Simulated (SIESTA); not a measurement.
Crystal: CoO.

```
Co O
1.0
     1.60222    0.92504    2.56647
    -1.60222    0.92504    2.56647
     0.00000   -1.85008    2.56647
Co O
1 1
Direct
  0.99898 0.99898 0.99898
  0.75102 0.75102 0.75102
```

Measurements of this composition are mostly on another form, of space group No. 225.

```yaml
Program: SIESTA 5.4.2
Task: single point
Functional: PBE
Potentials_or_basis: PseudoDojo 0.4 standard (PBE files)
Basis: DZP (energy shift 0.003 Ry; two zetas on semicore shells)
Grid_cutoff: 800 Ry
Energy_shift: 0.003 Ry
k_mesh: 10 × 10 × 10
Occupations: fermi-dirac, width 0.05 eV
Spin: collinear spin, ferromagnetic start
Starting_moments: "[2.0, 0.0] μB"
```

On this cell: pressure 1.8 GPa; largest force 0.300 eV/Å; net moment 2.87 μB per cell; site moments Co +2.47; O +0.40 μB; band gap on the k mesh none (metal or under the smearing width).

The same run follows on a disturbed copy (atoms moved at random, drawn with an rms of 0.05 Å):

```
Co O
1.0
     1.60222    0.92504    2.56647
    -1.60222    0.92504    2.56647
     0.00000   -1.85008    2.56647
Co O
1 1
Cartesian
  0.0168 0.0467 7.6922
  -0.0314 0.0301 5.7840
```

**Question.** What changes?

**Answer.** The energy (extrapolated to zero smearing) moves by +3.3 meV/atom; pressure 1.9 GPa; largest force 0.374 eV/Å; net moment 2.86 μB per cell; site moments Co +2.46; O +0.40 μB; band gap on the k mesh none (metal or under the smearing width).

Forces in eV/Å, atoms in the order of the input:
```
Co  -0.231 -0.100  0.274
O    0.232  0.102 -0.276
```

Stress tensor (GPa, compression positive):
```
 0.91  2.19  1.73
 2.19 -0.78  0.68
 1.73  0.68  5.57
```

Caveats: short orbitals over semicore shells can move pressures by several GPa; the basis of atomic orbitals isn't converged, which shifts pressures, moduli and gaps; a cell with one magnetic atom can't hold antiferromagnetic order, which such compounds often take; semilocal functionals often make such compounds metallic where correlation or magnetic order opens a gap, which also shifts bond lengths.
